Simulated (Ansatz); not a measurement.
TiO2:

```
Ti O
1.0
    -4.35076    4.35076    1.88756
     4.35076   -4.35076    1.88756
     4.35076    4.35076   -1.88756
Ti O
4 8
Cartesian
  4.3259 -1.8075 1.8876
  2.5433 0.0248 0.0000
  1.8075 4.3259 1.8876
  0.0248 6.1582 0.0000
  3.0387 -0.0099 1.8876
  1.3888 1.4067 0.0000
  4.3409 1.3121 0.0000
  7.2948 1.3888 0.0000
  -2.9441 2.9620 1.8876
  0.0099 3.0387 1.8876
  2.9620 2.9441 1.8876
  1.3121 4.3606 0.0000
```

Measurements of this composition are mostly on another form, of space group No. 141.

Base run:

```yaml
Program: Ansatz 0.2.0
Functional: PBEsol
Potentials_or_basis: Ansatz PAW
Cutoff: 420 eV
Density_cutoff: 1680 eV
k_mesh: 8 × 8 × 8
Occupations: fermi-dirac, width 0.05 eV
Spin: no spin polarisation
Hubbard_terms: Ti d U = 3 eV
```

Its results: band gap on the k mesh 1.94 eV, indirect (least direct gap 2.65 eV); pressure -0.3 GPa; largest force 0.162 eV/Å.

Q: The run is repeated on the same cell with these changes: hubbard terms from Ti d U = 3 eV to none; hubbard projectors from ortho-atomic (the default) to none. What comes out?

A: Band gap on the k mesh 1.58 eV, indirect (least direct gap 2.28 eV); pressure -2.6 GPa; largest force 0.148 eV/Å.

The U term pushes filled and empty states of the shell apart.

Caveats: the PAW data sets come from PBE, with cores solved anew for the run's functional, which leaves a small shift of forces and pressure.

Not every run made on this cell is shown here.
